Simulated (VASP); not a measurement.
Ti: relaxation of cell and atoms with PBE

Crystal: Ti.

```xyz
2
Lattice="2.9357 0.0000 0.0000 -1.4679 2.5424 0.0000 0.0000 0.0000 4.6409" Properties=species:S:1:pos:R:3 pbc="T T T"
Ti    0.0000    1.6949    1.1602
Ti    1.4679    0.8475    3.4806
```

```yaml
Program: VASP 6.6.1
Task: relaxation of cell and atoms
Functional: PBE
Potentials_or_basis: VASP PAW PBE potentials, release 64 (Ti_sv)
Cutoff: 600 eV
k_mesh: 18 × 18 × 10
Occupations: gaussian, width 0.1 eV
Spin: no spin polarisation
Further_INCAR_settings: ALGO = Normal; EDIFF = 1e-07; IBRION = 2; EDIFFG = -0.005; NSW = 90; ISIF = 3
```

```
Relaxed volume                         : 17.35 Å³/atom
Relaxed cell                           : a = 2.937 Å, b = 2.937 Å, c = 4.645 Å, α = 90.00°, β = 90.00°, γ = 120.00°
Space group after relaxing (to 0.05 Å) : P6_3/mmc (No. 194)
Energy gained by relaxing              : 0.0 meV/atom
Ionic steps                            : 3
Pressure after relaxing                : 0.0 GPa
Band gap on the k mesh                 : none (metal or under the smearing width)
```

Final structure:
```yaml
crystal:
  lattice:
    - [2.93707, 0.00000, 0.00000]
    - [-1.46853, 2.54357, 0.00000]
    - [0.00000, 0.00000, 4.64456]
  atoms:
    - { symbol: Ti, position: [0.33333, 0.66667, 0.25000] }
    - { symbol: Ti, position: [0.66667, 0.33333, 0.75000] }
```

Levels at points of the mesh, in eV from the Fermi level:
```
           k point  band 9  band 10  band 11  band 12  band 13  band 14  band 15  band 16
(0.00, 0.00, 0.00)   -6.22    -2.70     0.76     0.76     0.78     0.88     1.26     1.26
(0.50, 0.00, 0.00)   -2.36    -2.17    -1.86    -0.64     0.46     0.62     1.17     3.33
(0.00, 0.00, 0.50)   -4.36    -4.36     0.08     0.08     0.67     0.67     0.67     0.67
(0.50, 0.00, 0.50)   -2.56    -2.56    -0.82    -0.82     1.32     1.32     1.72     1.72
```

Wall time 3.5 min on 1 thread of Intel(R) Xeon(R) Platinum 8375C CPU @ 2.90GHz (Ice Lake) (shared host), peak memory 0.26 GiB.
